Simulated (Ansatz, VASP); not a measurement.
# GaP in two plane-wave programs, part 2 of 2

Wanted: the spread between two codes on one cell, functional and k mesh. The cell is taken from a series of VASP runs on this material, whose earlier steps may have relaxed, scaled or displaced it; both programs get it as it stands.

VASP 6.6.1 and Ansatz 0.2.0.

So far: The structure; VASP: elastic constants, LDA.

**3. Ansatz: elastic constants, LDA**

Level of this step: Ansatz beside VASP: Kohn-Sham DFT, plane waves, LDA (Ansatz).

Ansatz runs on its default PAW (the set named soft_2) files.

The same cell, functional (in two slightly different forms), mesh and smearing now go to Ansatz, which takes its cutoff from its data sets.

The input, input.yaml:

```yaml
crystal:
  lattice:
    - [0.0, 2.6967765101, 2.6967765101]
    - [2.6967765101, 0.0, 2.6967765101]
    - [2.6967765101, 2.6967765101, 0.0]
  atoms:
    - { symbol: Ga, position: [0.0, 0.0, 0.0] }
    - { symbol: P, position: [0.75, 0.75, 0.75] }
hamiltonian:
  xc: lda
  pseudopotentials: { kind: paw }
kpoints:
  mp_grid: { grid: [8, 8, 8] }
scf:
  occupations: { method: gaussian, width: 0.03 }
elastic:
  mode: relaxed_ion
  stencil: two_point
output:
  forces: true
  stress: true
```

Command:

```sh
> ansatz run input.yaml --threads 4 --pin off --max-ram 9216MiB --backend cpu --events-out ev --progress --plain --runs-dir out
```

Numbers of over 12 decimals in the logs are rounded to 6 here.

The log of the run:

```text
Engine: ansatz 0.2.0, aarch64-unknown-linux-gnu
Pseudopotentials: kind: paw
Pseudopotential: Ga, paw, valence charge 13, recommended cutoff 420 eV (normal), Ga.paw.azcp
Pseudopotential: P, paw, valence charge 5, recommended cutoff 420 eV (normal), P.paw.azcp
Functional definition: SPW92
  exchange = slater_x
  correlation = pw_c
Crystal: 2 atoms, lattice volume = 39.225 Å³
Basis set: ecut = 420 eV, 749 PW (Γ)
Bands: 13, of which v1, the nominal top of the filled ones, is band 9 counted from 1 (8 counted from 0)
Symmetry: 24 space group operations
Space group: F-43m (ITA 216), of the structure as read, at distance tolerance 3.4e-5 Å
k-points: 29 of 512 (time reversal used)
Non-local potential: Ga, projectors of the file, l = 0: 2, l = 1: 2, l = 2: 3, l = 3: 1
Non-local potential: P, projectors of the file, l = 0: 2, l = 1: 2, l = 2: 2
PAW form: soft (Blöchl's): semilocal exchange-correlation on the pseudo side does not see the compensation charge
PAW frozen core: Ga, regenerated for the run's functional, and the local potential with it (the file was generated under x = pbe(κ = 0.804, μ = 0.219515), c = pbe(β = 0.066725))
PAW frozen core: P, regenerated for the run's functional, and the local potential with it (the file was generated under x = pbe(κ = 0.804, μ = 0.219515), c = pbe(β = 0.066725))
PAW one-centre angular grid: Ga, 590 points (default); XC on 64 Gauss nodes
PAW one-centre angular grid: P, 110 points (default); XC on 64 Gauss nodes
Initial density: superposition of atomic densities (neutral atoms: chi_scale 0, normalization atom), corrected by the library's trained network
Initial wavefunctions: pseudopotential atomic-orbital guess
Functional: x = slater, c = lda
SCF iter   1: F=—  HF=-4433.771629 eV  |F-HF|=—  |Δ(HF+E_count)|=         —  Δρ=6.36e-3  dr2=1.58e-2  ethr=1.77e-3  ⟨swp⟩=6.2  Hψ=2543  notcnv=0
preconditioner: auto → none  [insulator: Δε(μ)=1.375 eV  Ē_g=15.641 eV  σ=0.030 eV  W_gap=1.00  n_scr=14 (ndim 8)  ℏωp=25.2 eV  f_vac=0.009  D(μ)=0.00/eV (n_scr^D=0)  ε∞_Penn≈3.6]
SCF iter   2: F=—  HF=-4433.766055 eV  |F-HF|=—  |Δ(HF+E_count)|=   5.57e-3  Δρ=3.11e-3  dr2=1.61e-3  ethr=8.76e-5  ⟨swp⟩=3.1  Hψ=854  notcnv=0
SCF iter   3: F=—  HF=-4433.765641 eV  |F-HF|=—  |Δ(HF+E_count)|=   4.14e-4  Δρ=9.68e-4  dr2=2.77e-4  ethr=8.93e-6  ⟨swp⟩=2.0  Hψ=748  notcnv=0
SCF iter   4: F=—  HF=-4433.765535 eV  |F-HF|=—  |Δ(HF+E_count)|=   1.06e-4  Δρ=3.71e-4  dr2=2.38e-5  ethr=1.54e-6  ⟨swp⟩=2.0  Hψ=629  notcnv=0
SCF iter   5: F=—  HF=-4433.765531 eV  |F-HF|=—  |Δ(HF+E_count)|=   3.20e-6  Δρ=1.89e-5  dr2=9.49e-8  ethr=1.32e-7  ⟨swp⟩=3.0  Hψ=650  notcnv=0
SCF iter   6: F=—  HF=-4433.765529 eV  |F-HF|=—  |Δ(HF+E_count)|=   2.46e-6  Δρ=3.75e-6  dr2=6.41e-9  ethr=5.27e-10  ⟨swp⟩=3.4  Hψ=723  notcnv=0
SCF iter   7: F=—  HF=-4433.765529 eV  |F-HF|=—  |Δ(HF+E_count)|=   1.33e-9  Δρ=7.89e-7  dr2=1.37e-10  ethr=3.56e-11  ⟨swp⟩=2.0  Hψ=479  notcnv=0
SCF iter   8: F=—  HF=-4433.765529 eV  |F-HF|=—  |Δ(HF+E_count)|=  6.55e-11  Δρ=1.14e-7  dr2=3.95e-12  ethr=7.63e-13 (applied; sched 1.00e-12)  ⟨swp⟩=2.1  Hψ=666  notcnv=0
SCF iter   9: F=-4433.765529 eV  HF=-4433.765529 eV  |F-HF|=1.82e-12  |Δ(HF+E_count)|=  1.82e-12  Δρ=1.32e-8  dr2=4.03e-14  ethr=1.00e-12  ⟨swp⟩=4.1  Hψ=1709  notcnv=0
SCF 1 converged in 9 iterations: F = -4433.765529 eV  dr2 = 4.03e-14
  greatest PAW one-centre occupation: 0.994 electrons in one spin orbital (limit 2), on the Ga atom at site 0 (counted from 0), in its partial waves of l = 2
Crystal: 2 atoms, lattice volume = 39.147 Å³
Symmetry: 8 space group operations
k-points: 59 of 512 (time reversal used)
Initial density: handed on by an earlier stage of this run
Initial wavefunctions: those handed on with the density
iter 1 solved again at ethr=5.29e-8 eV; its pass at ethr=3.10e-3 eV (dr2=9.51e-6 eV) is discarded
SCF iter   1: F=—  HF=-4433.765522 eV  |F-HF|=—  |Δ(HF+E_count)|=         —  Δρ=1.46e-4  dr2=9.68e-6  ethr=5.29e-8  ⟨swp⟩=2.8  Hψ=5506  notcnv=0
preconditioner: auto → none  [insulator: Δε(μ)=1.414 eV  Ē_g=15.632 eV  σ=0.030 eV  W_gap=1.00  n_scr=14 (ndim 8)  ℏωp=25.2 eV  f_vac=0.003  D(μ)=0.00/eV (n_scr^D=0)  ε∞_Penn≈3.6]
SCF iter   2: F=—  HF=-4433.765520 eV  |F-HF|=—  |Δ(HF+E_count)|=   2.09e-6  Δρ=5.87e-5  dr2=1.08e-6  ethr=5.29e-8  ⟨swp⟩=2.0  Hψ=1015  notcnv=0
SCF iter   3: F=—  HF=-4433.765520 eV  |F-HF|=—  |Δ(HF+E_count)|=   2.39e-7  Δρ=2.29e-5  dr2=1.72e-7  ethr=6.00e-9  ⟨swp⟩=2.4  Hψ=1310  notcnv=0
SCF iter   4: F=—  HF=-4433.765520 eV  |F-HF|=—  |Δ(HF+E_count)|=   5.20e-8  Δρ=6.16e-6  dr2=7.19e-9  ethr=9.54e-10  ⟨swp⟩=2.0  Hψ=1317  notcnv=0
SCF iter   5: F=—  HF=-4433.765520 eV  |F-HF|=—  |Δ(HF+E_count)|=   3.17e-9  Δρ=1.83e-6  dr2=6.26e-10  ethr=4.00e-11  ⟨swp⟩=2.1  Hψ=1284  notcnv=0
SCF iter   6: F=—  HF=-4433.765520 eV  |F-HF|=—  |Δ(HF+E_count)|=  7.37e-11  Δρ=2.15e-7  dr2=8.15e-12  ethr=3.48e-12  ⟨swp⟩=2.1  Hψ=895  notcnv=0
SCF iter   7: F=—  HF=-4433.765520 eV  |F-HF|=—  |Δ(HF+E_count)|=  1.82e-12  Δρ=2.01e-8  dr2=2.53e-13  ethr=4.53e-14 (applied; sched 1.00e-12)  ⟨swp⟩=2.1  Hψ=1032  notcnv=0
SCF iter   8: F=-4433.765520 eV  HF=-4433.765520 eV  |F-HF|=0.00e0  |Δ(HF+E_count)|=  9.09e-13  Δρ=2.70e-9  dr2=2.09e-15  ethr=1.00e-12  ⟨swp⟩=5.0  Hψ=2643  notcnv=0
[...]
SCF iter   6: F=—  HF=-4433.765479 eV  |F-HF|=—  |Δ(HF+E_count)|=  8.69e-10  Δρ=1.51e-6  dr2=8.35e-10  ethr=2.38e-11  ⟨swp⟩=2.0  Hψ=2125  notcnv=0
SCF iter   7: F=—  HF=-4433.765479 eV  |F-HF|=—  |Δ(HF+E_count)|=  5.14e-10  Δρ=2.63e-7  dr2=1.18e-11  ethr=4.64e-12  ⟨swp⟩=2.0  Hψ=2149  notcnv=0
SCF iter   8: F=—  HF=-4433.765479 eV  |F-HF|=—  |Δ(HF+E_count)|=  6.37e-12  Δρ=4.76e-8  dr2=6.04e-13  ethr=6.58e-14 (applied; sched 1.00e-12)  ⟨swp⟩=2.1  Hψ=2212  notcnv=0
SCF iter   9: F=-4433.765479 eV  HF=-4433.765479 eV  |F-HF|=1.82e-12  |Δ(HF+E_count)|=  9.09e-13  Δρ=1.39e-8  dr2=9.50e-14  ethr=1.00e-12  ⟨swp⟩=5.0  Hψ=4458  notcnv=0
SCF 4 converged in 9 iterations: F = -4433.765479 eV  dr2 = 9.50e-14
relax step   1: F+E_penalty+E_count = -4433.76547894 eV  Δ(F+E_penalty+E_count) = +0.000e0 eV  max|allowed force component| = 1.607e-2 eV/Å  Δτ_max = 0.0000 Å  (9 SCF iters, accepted)
[...]
relax step   2: F+E_penalty+E_count = -4433.76548895 eV  Δ(F+E_penalty+E_count) = -1.001e-5 eV  max|allowed force component| = 6.971e-3 eV/Å  Δτ_max = 0.0004 Å  (7 SCF iters, accepted)
[...]
relax step   3: F+E_penalty+E_count = -4433.76549127 eV  Δ(F+E_penalty+E_count) = -2.322e-6 eV  max|allowed force component| = 1.416e-8 eV/Å  Δτ_max = 0.0003 Å  (6 SCF iters, accepted)
[...]
relax step   1: F+E_penalty+E_count = -4433.76547893 eV  Δ(F+E_penalty+E_count) = +0.000e0 eV  max|allowed force component| = 1.607e-2 eV/Å  Δτ_max = 0.0000 Å  (9 SCF iters, accepted)
[...]
relax step   2: F+E_penalty+E_count = -4433.76549127 eV  Δ(F+E_penalty+E_count) = -1.234e-5 eV  max|allowed force component| = 4.772e-9 eV/Å  Δτ_max = 0.0008 Å  (7 SCF iters, accepted)
iter 1 solved again at ethr=1.00e-12 eV; its pass at ethr=3.10e-3 eV (dr2=8.87e-14 eV) is discarded
SCF iter   1: F=—  HF=-4433.765491 eV  |F-HF|=—  |Δ(HF+E_count)|=         —  Δρ=1.06e-8  dr2=2.33e-14  ethr=1.00e-12  ⟨swp⟩=3.0  Hψ=8510  notcnv=0
SCF iter   2: F=-4433.765491 eV  HF=-4433.765491 eV  |F-HF|=9.09e-13  |Δ(HF+E_count)|=  2.73e-12  Δρ=4.96e-9  dr2=4.27e-15  ethr=1.00e-12  ⟨swp⟩=4.8  Hψ=4333  notcnv=0
SCF 10 converged in 2 iterations: F = -4433.765491 eV  dr2 = 4.27e-15
SCF converged after 9 iterations
Free energy (F): -4433.765529 eV
Harris-Foulkes:  -4433.765529 eV  (|F-HF|=1.82e-12)
Internal energy: -4433.765529 eV  (E = F + TS)
E sigma→0 (E₀):  -4433.765529 eV
Fermi energy:    7.961921 eV
--- Per-component energies (eV) ---
  E_band       = -58.597653
  E_kinetic    = 187.652027
  E_local      = -2184.728855  (includes V_loc(G=0)·N_el)
  E_nonlocal   = 462.041376
  E_hartree    = 1009.349984
  E_xc         = -130.638463
  E_vxc        = -120.319961  (∫ρ·V_xc dr)
  E_paw        = -2452.783006  (= ΣΔE_a)
  E_vpaw       = -421.942092  (= ΣTr[D̂ρ^β])
  E_aug_tail   = -0.000126  (compensation charges beyond the density's cutoff)
  E_ewald      = -1326.504299
  E_core_change = 1.845831  (= ΣΔE_core)
  E_smearing   = -0.000000  (= −TS)
  E_closure    = -0.000000  (closes the sum)
  Σ components = -4433.765529   (vs F -4433.765529, Δ=0.00e0)
--- Forces (eV/Å), atoms counted from 1 ---
  atom   1  Ga    -0.00000000     0.00000000    -0.00000000
  atom   2  P      0.00000000    -0.00000000    -0.00000000
  max |Σ_I F_I| component: 1.11e-16 eV/Å
--- Stress (GPa, compression-positive) ---
       -0.117329      -0.000000      -0.000000
        0.000000      -0.117329       0.000000
        0.000000       0.000000      -0.117329
  P = ⅓ Tr σ = -0.1173 GPa (-1.173 kbar)
--- Band table (eV; the first three rows and the last of 29) ---
  k-point 0: bands = [... 5 lower, -5.5153, 7.2453, 7.2453, 7.2453, 9.1157, 11.0227, 11.0227, 11.0227]
  k-point 1: bands = [... 5 lower, -5.3045, 5.5632, 6.9993, 6.9993, 9.6955, 11.3894, 11.3894, 11.6566]
  k-point 2: bands = [... 5 lower, -4.7054, 3.2377, 6.5428, 6.5428, 9.3425, 11.9079, 11.9079, 13.5857]
  k-point 28: bands = [... 5 lower, -2.2600, 0.4631, 3.4732, 3.6164, 11.8434, 12.1438, 13.2406, 13.2982]
--- Elastic constants: 2 strain directions × 2 members + reference (group order 24) ---
  dense FFT box of the reference and of every strained cell: 27×27×27
  strains applied: 11, 23; error gains: componentwise 1.00 (the most a stress slope's error grows in a printed constant), spectral 1.73 (1 for all six strains in a standard setting)
  C = ∂σ_k/∂η_j (tension-positive GPa; Voigt order 11 22 33 23 13 12):
       142.013     63.475     63.475      0.000     -0.000     -0.000
        63.475    142.013     63.475      0.000      0.000      0.000
        63.475     63.475    142.013      0.000      0.000     -0.000
         0.000     -0.000     -0.000     70.967      0.000      0.000
         0.000      0.000      0.000     -0.000     70.967      0.000
         0.000     -0.000      0.000      0.000      0.000     70.967
  reference stress σ⁰ (GPa):      0.117      0.117      0.117     -0.000      0.000     -0.000
  C* (energy form; C + prestress term) asymmetry max|C*_kj − C*_jk| = 2.132e-14 GPa — a small one proves nothing (zero by symmetry where the batch's group is 432, −43m or m−3m); a large one is finite-difference/SCF noise where every solve meets its electron count
  moduli (Voigt/Reuss/Hill, GPa): K = 89.65/89.65/89.65   G = 58.29/53.65/55.97   E = 138.98   ν = 0.242
  mechanically stable: yes (min eigenvalue of sym C = 70.97 GPa)
  strain η (Voigt 11):  stress-route row diagonal C_11 = 142.01 GPa, energy-path curvature d²(F+E_count+ΔE)/dδ²/Ω₀ = 141.84 GPa
         δ    σ_11 (GPa)             F (eV)   n_scf  n_hpsi   n_pw
    -2.000e-3      -0.1672       -4433.7655201       8   15556    778   relax 0 steps, max|allowed force component| 7.98e-17 eV/Å
     2.000e-3       0.4009       -4433.7654001       5   11453    779   relax 0 steps, max|allowed force component| 8.67e-17 eV/Å
  strain η (Voigt 23):  stress-route row diagonal C_44 = 70.97 GPa, energy-path curvature d²(F+E_count+ΔE)/dδ²/Ω₀ = 70.86 GPa
         δ    σ_23 (GPa)             F (eV)   n_scf  n_hpsi   n_pw
    -2.000e-3      -0.1419       -4433.7654913       2   13790    778   relax 3 steps, max|allowed force component| 1.42e-8 eV/Å
     2.000e-3       0.1419       -4433.7654913       2   13735    778   relax 2 steps, max|allowed force component| 4.77e-9 eV/Å
```

Run time: 10 s. Hardware: 4 threads of Arm Neoverse V1, shared host; peak memory 0.4 GiB; 37 s of CPU time.

**4. Differences**

Known differences besides the potentials themselves: the two LDA forms differ slightly; the cutoff is 420 eV in Ansatz and 700 eV in VASP; VASP's log shows a relativistic correction to its local exchange, Ansatz's none. Total energies have different zeros and are not compared.

The two programs side by side:

```tsv
quantity	Ansatz	VASP	difference
C11 (GPa)	142.0	142.2	-0.11 %
C22 (GPa)	142.0	142.2	-0.11 %
C33 (GPa)	142.0	142.2	-0.11 %
C12 (GPa)	63.5	63.8	-0.53 %
C13 (GPa)	63.5	63.8	-0.53 %
C23 (GPa)	63.5	63.8	-0.53 %
C44 (GPa)	71.0	71.0	-0.11 %
C55 (GPa)	71.0	71.0	-0.11 %
C66 (GPa)	71.0	71.0	-0.11 %
```

**5. What came out**

| Property | Result |
| --- | --- |
| difference in C12 (elastic constants, LDA) | -0.53 % |

What this shows: The difference in C12 is -0.53 % (elastic constants, LDA), within the 5 % picked in this series as the mark of a large difference. How closely two codes agree says nothing of how well the functional describes the real material.

[Lines on the potential files, build, host, timing and source positions are cut from VASP's logs without a mark.]

[Logs are printed without paths, hosts, clocks, repeated set-up lines and the standing remarks that a program may print on its own settings, such as how far it seeks lower states.]

[Hosts, paths, dates, database ids (printed as entryN), source tags and the programs' standing remarks are cut or masked in the printed files.]
